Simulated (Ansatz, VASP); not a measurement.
**CdS in VASP and in Ansatz**

```
CELL_PARAMETERS angstrom
0.00000 2.91000 2.91000
2.91000 0.00000 2.91000
2.91000 2.91000 0.00000
ATOMIC_POSITIONS crystal
Cd 0.00000 0.00000 0.00000
S 0.75000 0.75000 0.76944
```

Alike in both runs: task single point; functional PBE; k mesh 8 × 8 × 8; occupations fermi-dirac, width 0.01 eV; no spin polarisation.

|  | VASP | Ansatz |
| --- | --- | --- |
| version | VASP 6.6.1 | Ansatz 0.2.0 |
| potentials or method | VASP PAW PBE potentials, release 64 (Cd, S), cutoff 520 eV | all-electron LAPW, scalar-relativistic |

|  | VASP | Ansatz | Ansatz less VASP |
| --- | --- | --- | --- |
| gap on the k mesh at the Fermi level (eV) | 1.16 | 1.15 | -0.005 |
| pressure (GPa) | 3.8 | 3.5 | -0.34 |
| largest component of the traceless stress (GPa) | 1.39 | 1.35 | -0.046 |
| rms of the force components (eV/Å) | 0.254 | 0.248 | -0.0061 |

Atom by atom the forces differ by 0.006 eV/Å (rms over components). Ansatz ran all-electron here, so the differences hold the error of VASP's frozen core and of both bases.
